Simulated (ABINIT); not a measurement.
# Nb (Fm-3m) in ABINIT: a series of runs

The runs below take Nb through band structure, with PBEsol.

Program: ABINIT 10.8.3 (patched build). These are calculated values, not measurements. Logs are shortened: lines on timing, memory, paths and dates and some standing lists are left out, and cuts for length are marked. The log counts tension as positive stress, the text compression.

## 1. Starting point

Symmetry: Fm-3m, No. 225, cubic system. The conventional cell has a = 4.230 Å, b = 4.230 Å, c = 4.230 Å, α = 90.00°, β = 90.00°, γ = 90.00°. Nb (site symmetry m-3m) has 12 Nb at 2.99 Å as nearest neighbours.

This isn't the form of Nb at room conditions, which is bcc.

## 2. Band structure, PBEsol

Input file run.abi:

```
# Datasets: ground state, then fixed potential
ndtset 2

# Pseudopotentials
pp_dirpath "./"
pseudos "Nb.GGA_PBE-JTH.xml"

# Structure
acell 2.9910616844 2.9910616844 2.9910616844 Angstrom
rprim
     0.0000000000     0.7071067812     0.7071067812
     0.7071067812     0.0000000000     0.7071067812
     0.7071067812     0.7071067812     0.0000000000
ntypat 1
znucl 41
natom 1
typat 1
xred
     0.0000000000     0.0000000000     0.0000000000

# Plane-wave basis
ecut 16.0
pawecutdg 32.0
pawxcdev 0

# Exchange and correlation
ixc -116133

# Bands and occupations
occopt 3
tsmear 0.05 eV

# SCF cycle
nstep 100

# Output
iomode 3
prtwf 0
prteig 0
prtebands 0
enunit 1
prtden1 1
prtvha1 1
prtvclmb1 1
prtpot1 1

# Dataset 1
kptopt1 1
ngkpt1 11 11 11
nshiftk1 1
shiftk1 0.0 0.0 0.0
nband1 11
tolvrs1 1.0e-9

# Dataset 2: bands along G-X-W-K-G-L-U-W-L-K
iscf2 -2
getden2 1
nband2 17
nbdbuf2 4
tolwfr2 1.0e-11
kptopt2 -9
ndivsm2 5
prteig2 1
kptbounds2
     0.0000000000     0.0000000000     0.0000000000
     0.5000000000     0.0000000000     0.5000000000
     0.5000000000     0.2500000000     0.7500000000
     0.3750000000     0.3750000000     0.7500000000
     0.0000000000     0.0000000000     0.0000000000
     0.5000000000     0.5000000000     0.5000000000
     0.6250000000     0.2500000000     0.6250000000
     0.5000000000     0.2500000000     0.7500000000
     0.5000000000     0.5000000000     0.5000000000
     0.3750000000     0.3750000000     0.7500000000
```

Potentials or basis: JTH PAW PBE v2.0.

Launch:

```
abinit run.abi > log 2>&1
```

run.abo:

```text
.Version 10.8.3 of ABINIT
 DATASET    1 : space group Fm -3 m (#225); Bravais cF (face-center cubic)
================================================================================
 Values of the parameters that define the memory need for DATASET  1.
     intxc =       0    ionmov =       0      iscf =      17    lmnmax =      18
     lnmax =       6     mgfft =      24  mpssoang =       3    mqgrid =    3001
     natom =       1  nloc_mem =       2    nspden =       1   nspinor =       1
    nsppol =       1      nsym =      48    n1xccc =       1    ntypat =       1
    occopt =       3   xclevel =       2
       mpw =         397          nfft =       13824          nkpt =          56
 PAW method is used; the additional fine FFT grid is defined by:
   mgfftf=        30    nfftf =     27000
================================================================================
================================================================================

 DATASET    2 : space group Fm -3 m (#225); Bravais cF (face-center cubic)
================================================================================
 Values of the parameters that define the memory need for DATASET  2.
     intxc =       0    ionmov =       0      iscf =      -2    lmnmax =      18
     lnmax =       6     mgfft =      24  mpssoang =       3    mqgrid =    3001
     natom =       1  nloc_mem =       2    nspden =       1   nspinor =       1
    nsppol =       1      nsym =      48    n1xccc =       1    ntypat =       1
    occopt =       3   xclevel =       2
       mpw =         399          nfft =       13824          nkpt =          87
 PAW method is used; the additional fine FFT grid is defined by:
   mgfftf=        30    nfftf =     27000
================================================================================
================================================================================

--------------------------------------------------------------------------------
------------- Echo of variables that govern the present computation ------------
--------------------------------------------------------------------------------
 -outvars: echo values of preprocessed input variables --------
            acell      5.6522874092E+00  5.6522874092E+00  5.6522874092E+00 Bohr
              amu      9.29063800E+01
             ecut      1.60000000E+01 Hartree
           enunit           1
           getden1          0
           getden2          1
             iscf1         17
             iscf2         -2
                       outvar_i_n : Printing only first  50 k-points.
              ixc     -116133
           jdtset        1    2
                       outvar_i_n : Printing only first  50 k-points.
           kptopt1          1
           kptopt2         -9
         kptrlatt       11    0    0      0   11    0      0    0   11
          kptrlen1     6.21751615E+01
          kptrlen2     3.00000000E+01
            natom           1
            nband1         11
            nband2         17
           nbdbuf1          0
           nbdbuf2          4
           ndtset           2
           ndivsm1          0
           ndivsm2          5
            ngfft          24      24      24
          ngfftdg          30      30      30
             nkpt1         56
             nkpt2         87
            nstep         100
             nsym          48
           ntypat           1
                       prtocc : prtvol=0, do not print more k-points.
           occopt           3
        pawecutdg      3.20000000E+01 Hartree
         pawxcdev           0
        prtebands           0
           prteig1          0
           prteig2          1
           prtpot1          1
           prtpot2          0
         prtvclmb1          1
         prtvclmb2          0
           prtvha1          1
           prtvha2          0
            prtwf           0
            rprim      0.0000000000E+00  7.0710678120E-01  7.0710678120E-01
[... 214 lines left out ...]

 Real(R)+Recip(G) space primitive vectors, cartesian coordinates (Bohr,Bohr^-1):
 R(1)=  0.0000000  3.9967708  3.9967708  G(1)= -0.1251010  0.1251010  0.1251010
 R(2)=  3.9967708  0.0000000  3.9967708  G(2)=  0.1251010 -0.1251010  0.1251010
 R(3)=  3.9967708  3.9967708  0.0000000  G(3)=  0.1251010  0.1251010 -0.1251010
 Unit cell volume ucvol=  1.2769024E+02 bohr^3
 Angles (23,13,12)=  6.00000000E+01  6.00000000E+01  6.00000000E+01 degrees

 Coarse grid specifications (used for wave-functions):

 getcut: wavevector=  0.0000  0.0000  0.0000  ngfft=  24  24  24
         ecut(hartree)=     16.000   => boxcut(ratio)=   2.35810

 getcut : COMMENT -
  Note that boxcut > 2.2 ; recall that boxcut=Gcut(box)/Gcut(sphere) = 2
  is sufficient for exact treatment of convolution.
  Such a large boxcut is a waste : you could raise ecut
  e.g. ecut=   22.242509 Hartrees makes boxcut=2

 Fine grid specifications (used for densities):

 getcut: wavevector=  0.0000  0.0000  0.0000  ngfft=  30  30  30
         ecut(hartree)=     32.000   => boxcut(ratio)=   2.08660
--------------------------------------------------------------------------------

================================================================================
 Non-SCF case, kpt    1 (  0.00000  0.00000  0.00000), residuals and eigenvalues=
  2.91E-12  6.32E-12  9.99E-12  5.21E-12  5.08E-12  3.39E-12  4.81E-12  4.08E-12
  2.36E-12  1.70E-12  5.23E-12  5.67E-12  5.09E-12  9.40E-12  2.33E-12  7.97E-09
  5.37E-08
 -1.5183E+00 -6.1538E-01 -6.1538E-01 -6.1538E-01  2.6355E-01  4.9567E-01
  4.9567E-01  4.9567E-01  5.9000E-01  5.9000E-01  9.2508E-01  1.0971E+00
  1.0971E+00  1.0971E+00  1.2661E+00  1.5611E+00  1.5611E+00
 Non-SCF case, kpt    2 (  0.03571  0.00000  0.03571), residuals and eigenvalues=
  5.92E-12  5.34E-12  5.00E-12  2.24E-12  4.04E-12  6.83E-12  5.58E-12  6.02E-12
  4.27E-12  2.00E-12  3.82E-12  9.87E-12  4.20E-12  2.25E-12  2.52E-12  3.74E-09
  1.08E-04
[... 584 lines left out ...]
 Non-SCF case, kpt   86 (  0.38889  0.38889  0.72222), residuals and eigenvalues=
  5.19E-12  1.25E-12  5.48E-12  1.18E-12  5.15E-12  1.28E-12  2.22E-12  5.87E-12
  1.33E-12  7.91E-12  7.69E-13  3.75E-12  8.94E-12  1.15E-11  1.47E-08  7.22E-09
  3.09E-07
 -1.5094E+00 -6.4789E-01 -6.4084E-01 -6.2671E-01  3.8563E-01  4.1803E-01
  5.0033E-01  5.8049E-01  6.4649E-01  7.8478E-01  8.4952E-01  9.6296E-01
  1.0528E+00  1.1564E+00  1.3471E+00  1.3607E+00  1.4344E+00
 Non-SCF case, kpt   87 (  0.37500  0.37500  0.75000), residuals and eigenvalues=
  2.26E-12  9.47E-12  6.23E-12  1.77E-12  1.17E-12  4.01E-12  7.08E-12  4.46E-12
  6.26E-12  1.16E-12  2.65E-12  3.49E-12  2.53E-12  2.31E-11  1.42E-09  1.57E-08
  6.17E-09
 -1.5093E+00 -6.4867E-01 -6.4025E-01 -6.2744E-01  3.7879E-01  4.1094E-01
  5.1217E-01  5.9259E-01  6.5089E-01  7.9496E-01  8.3644E-01  9.6084E-01
  1.0298E+00  1.1793E+00  1.3461E+00  1.3800E+00  1.4061E+00

--- !ResultsGS
iteration_state: {dtset: 2, }
comment   : Summary of ground state results
lattice_vectors:
- [  0.0000000,   3.9967708,   3.9967708, ]
- [  3.9967708,   0.0000000,   3.9967708, ]
- [  3.9967708,   3.9967708,   0.0000000, ]
lattice_lengths: [   5.65229,    5.65229,    5.65229, ]
lattice_angles: [ 60.000,  60.000,  60.000, ] # degrees, (23, 13, 12)
lattice_volume:   1.2769024E+02
convergence: {deltae:  0.000E+00, res2:  0.000E+00, residm:  9.994E-12, diffor:  0.000E+00, }
etotal    :  -5.75133487E+01
entropy   :   0.00000000E+00
fermie    :   4.92322854E-01
cartesian_stress_tensor: null
pressure_GPa: null
xred      :
- [  0.0000E+00,   0.0000E+00,   0.0000E+00, Nb]
cartesian_forces: null
force_length_stats: {min: null, max: null, mean: null, }
...

 Integrated electronic density in atomic spheres:
 ------------------------------------------------
 Atom  Sphere_radius  Integrated_density
    1        2.22094         10.11297220

================================================================================

 ----iterations are completed or convergence reached----

 Mean square residual over all n,k,spin=   44.162E-13; max=  99.936E-13
 reduced coordinates (array xred) for    1 atoms
       0.000000000000      0.000000000000      0.000000000000

 cartesian coordinates (angstrom) at end:
    1      0.00000000000000     0.00000000000000     0.00000000000000
 length scales=  5.652287409212  5.652287409212  5.652287409212 bohr
              =  2.991061684400  2.991061684400  2.991061684400 angstroms
 Eigenvalues (   eV  ) for nkpt=  87  k points:
 kpt#   1, nband= 17, wtk=  1.00000, kpt=  0.0000  0.0000  0.0000 (reduced coord)
 -41.31505  -16.74540  -16.74540  -16.74540    7.17153   13.48783   13.48783   13.48783
  16.05472   16.05472   25.17272   29.85494   29.85494   29.85494   34.45173   42.47961
  42.47961
 kpt#   2, nband= 17, wtk=  1.00000, kpt=  0.0357  0.0000  0.0357 (reduced coord)
 -41.31196  -16.76078  -16.75089  -16.75089    7.23497   13.42240   13.52539   13.52539
  15.97901   16.07493   25.30231   29.69665   29.90122   29.90122   34.83953   41.90401
  41.90787
 kpt#   3, nband= 17, wtk=  1.00000, kpt=  0.0714  0.0000  0.0714 (reduced coord)
 -41.30279  -16.80555  -16.76660  -16.76660    7.42221   13.23604   13.63789   13.63789
  15.76071   16.13513   25.68045   29.35935   30.03357   30.03357   35.85317   40.69178
  40.69184
 kpt#   4, nband= 17, wtk=  1.00000, kpt=  0.1071  0.0000  0.1071 (reduced coord)
 -41.28803  -16.87701  -16.79196  -16.79196    7.72335   12.95428   13.82443   13.82443
  15.42605   16.23354   26.27843   29.04319   30.22729   30.22729   37.26653   39.34432
  39.34436
 kpt#   5, nband= 17, wtk=  1.00000, kpt=  0.1429  0.0000  0.1429 (reduced coord)
[... 317 lines left out ...]
  17.62732   20.80211   22.97814   27.14218   29.74536   29.88897   36.88595   37.01021
  40.80641
 kpt#  85, nband= 17, wtk=  1.00000, kpt=  0.4028  0.4028  0.6944 (reduced coord)
 -41.07928  -17.65815  -17.38753  -17.02935   10.67973   11.54296   13.34718   15.36192
  17.57731   21.12201   23.08329   26.65487   29.24682   30.66552   36.77804   36.81954
  39.88850
 kpt#  86, nband= 17, wtk=  1.00000, kpt=  0.3889  0.3889  0.7222 (reduced coord)
 -41.07280  -17.63012  -17.43801  -17.05352   10.49347   11.37507   13.61456   15.79587
  17.59193   21.35507   23.11660   26.20349   28.64873   31.46680   36.65686   37.02738
  39.03224
 kpt#  87, nband= 17, wtk=  1.00000, kpt=  0.3750  0.3750  0.7500 (reduced coord)
 -41.06900  -17.65128  -17.42206  -17.07358   10.30727   11.18232   13.93683   16.12513
  17.71162   21.63201   22.76057   26.14587   28.02232   32.09087   36.62956   37.55117
  38.26272

== END DATASET(S) ==============================================================
================================================================================

 -outvars: echo values of variables after computation  --------
            acell      5.6522874092E+00  5.6522874092E+00  5.6522874092E+00 Bohr
           etotal1    -5.7513348707E+01
            fcart1    -0.0000000000E+00 -0.0000000000E+00 -0.0000000000E+00
            rprim      0.0000000000E+00  7.0710678120E-01  7.0710678120E-01
                       7.0710678120E-01  0.0000000000E+00  7.0710678120E-01
                       7.0710678120E-01  7.0710678120E-01  0.0000000000E+00
           strten1     2.6681957309E-04  2.6681957309E-04  2.6681957309E-04
                       0.0000000000E+00  0.0000000000E+00  0.0000000000E+00
 Calculation completed.
```

It took 12 s on 1 thread of Intel Xeon 6975P-C (Granite Rapids), shared host; peak memory 0.1 GiB.

What came out:

```yaml
Free_energy: -1565.0179 eV
Pressure: -7.9 GPa
Band_gap_on_the_k_mesh: none (metal or under the smearing width)
Valence_electrons_inside_the_program's_atomic_spheres: Nb 10.11 (radii [1.1753] Å)
```

Levels at the corners of the path, in eV from the Fermi level:
```
point  band 4  band 5  band 6  band 7  band 8  band 9
    Γ  -30.14   -6.23    0.09    0.09    0.09    2.66
    X  -30.56   -4.04   -3.30    3.51    4.59    5.19
    W  -30.58   -2.64   -1.12   -1.12    1.84    5.19
    K  -30.47   -3.09   -2.21    0.54    2.73    4.31
    Γ  -30.14   -6.23    0.09    0.09    0.09    2.66
    L  -30.29   -3.83   -0.10   -0.10    1.32    4.62
    U  -30.47   -3.09   -2.21    0.54    2.73    4.31
    W  -30.58   -2.64   -1.12   -1.12    1.84    5.19
    L  -30.29   -3.83   -0.10   -0.10    1.32    4.62
    K  -30.47   -3.09   -2.21    0.54    2.73    4.31
```

Caveat: the PAW data sets were made with another functional, which shifts forces and pressure a little.

## 3. Band structure, PBEsol, spin-orbit coupling, no magnetisation

run.abi, as its differences from that of step 2:

```diff
@@ -32,2 +32,7 @@
 
+# Spin
+nspinor 2
+nspden 1
+pawspnorb 1
+
 # SCF cycle
@@ -47,3 +52,3 @@
 # Dataset 1
-kptopt1 1
+kptopt1 4
 ngkpt1 11 11 11
@@ -51,3 +56,3 @@
 shiftk1 0.0 0.0 0.0
-nband1 11
+nband1 22
 tolvrs1 1.0e-9
@@ -57,4 +62,4 @@
 getden2 1
-nband2 17
-nbdbuf2 4
+nband2 34
+nbdbuf2 8
 tolwfr2 1.0e-11
```

Potentials or basis: JTH PAW PBE v2.0.

Launch:

```
abinit run.abi > log 2>&1
```

Wall time 46 s (1 thread of Intel Xeon 6975P-C (Granite Rapids), shared host); peak memory 0.13 GiB.

The run converged. Its results:

```
Free energy                                           : -1565.1219 eV
Pressure                                              : -7.9 GPa
Band gap on the k mesh                                : none (metal or under the smearing width)
Valence electrons inside the program's atomic spheres : Nb 10.11 (radii [1.1753] Å)
```

Levels at the corners of the path, in eV from the Fermi level:
```tsv
point	band 8	band 9	band 10	band 11	band 12	band 13	band 14	band 15	band 16	band 17
Γ	-29.44	-6.22	-6.22	0.06	0.06	0.06	0.06	0.16	0.16	2.67
X	-29.88	-4.04	-4.04	-3.30	-3.30	3.50	3.50	4.59	4.59	5.13
W	-30.01	-2.64	-2.64	-1.15	-1.15	-1.09	-1.09	1.85	1.85	5.20
K	-29.92	-3.09	-3.09	-2.21	-2.21	0.54	0.54	2.73	2.73	4.32
Γ	-29.44	-6.22	-6.22	0.06	0.06	0.06	0.06	0.16	0.16	2.67
L	-29.60	-3.83	-3.83	-0.15	-0.15	-0.04	-0.04	1.32	1.32	4.58
U	-29.92	-3.09	-3.09	-2.21	-2.21	0.54	0.54	2.73	2.73	4.32
W	-30.01	-2.64	-2.64	-1.15	-1.15	-1.09	-1.09	1.85	1.85	5.20
L	-29.60	-3.83	-3.83	-0.15	-0.15	-0.04	-0.04	1.32	1.32	4.58
K	-29.92	-3.09	-3.09	-2.21	-2.21	0.54	0.54	2.73	2.73	4.32
```

Caveat: the PAW data sets were made with another functional, which shifts forces and pressure a little.
